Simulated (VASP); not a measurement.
Crystal: MgZn2O3.

```
CELL_PARAMETERS angstrom
3.26000 0.00000 0.00000
-1.63000 2.82324 0.00000
0.00000 0.00000 15.50000
ATOMIC_POSITIONS crystal
Mg 0.33333 0.66667 0.00000
Mg 0.66667 0.33333 0.50000
Zn 0.33333 0.66667 0.66667
Zn 0.66667 0.33333 0.83333
Zn 0.66667 0.33333 0.16667
Zn 0.33333 0.66667 0.33333
O 0.33333 0.66667 0.12700
O 0.33333 0.66667 0.79367
O 0.66667 0.33333 0.96033
O 0.66667 0.33333 0.62700
O 0.66667 0.33333 0.29367
O 0.33333 0.66667 0.46033
```

The cell was built by a generator and needn't be a form met in nature.

| Property | Result |
| --- | --- |
| Program | VASP 6.6.1 |
| Task | relaxation of cell and atoms |
| Functional | PBE |
| Potentials or basis | VASP PAW PBE potentials, release 64 (Mg, Zn, O) |
| Cutoff | 520 eV |
| k mesh | 5 × 5 × 1 |
| Occupations | gaussian, width 0.15 eV |
| Spin | no spin polarisation |

At the start: pressure 4.8 GPa; volume 11.89 Å³/atom.

Q: How do energy, volume and symmetry change on relaxing?

A: Over 7 steps the energy falls by 9.4 meV/atom and the volume is 12.35 Å³/atom (+3.9 %); space group P6_3mc (No. 186, to 0.05 Å).

Step by step:
```csv
step,energy change (eV),largest force (eV/Å),pressure (GPa),volume (Å³)
1,0.0000,0.5118,4.80,142.66
2,-0.0954,0.1714,-1.58,150.13
3,-0.1052,0.1416,0.06,148.42
4,-0.1048,0.1481,-0.32,148.70
5,-0.1050,0.1478,-0.39,148.58
6,-0.1103,0.0932,0.26,148.40
7,-0.1123,0.0430,0.33,148.24
```

Final structure:
```yaml
crystal:
  lattice:
    - [3.29696, 0.00000, 0.00000]
    - [-1.64848, 2.85525, 0.00000]
    - [0.00000, 0.00000, 15.74722]
  atoms:
    - { symbol: Mg, position: [0.33333, 0.66667, 0.99824] }
    - { symbol: Mg, position: [0.66667, 0.33333, 0.49824] }
    - { symbol: Zn, position: [0.33333, 0.66667, 0.66651] }
    - { symbol: Zn, position: [0.66667, 0.33333, 0.83415] }
    - { symbol: Zn, position: [0.66667, 0.33333, 0.16651] }
    - { symbol: Zn, position: [0.33333, 0.66667, 0.33415] }
    - { symbol: O, position: [0.33333, 0.66667, 0.12565] }
    - { symbol: O, position: [0.33333, 0.66667, 0.79435] }
    - { symbol: O, position: [0.66667, 0.33333, 0.96210] }
    - { symbol: O, position: [0.66667, 0.33333, 0.62565] }
    - { symbol: O, position: [0.66667, 0.33333, 0.29435] }
    - { symbol: O, position: [0.33333, 0.66667, 0.46210] }
```

Caveat: the k mesh is coarse (spacing up to 0.45 Å⁻¹), so the values aren't converged.
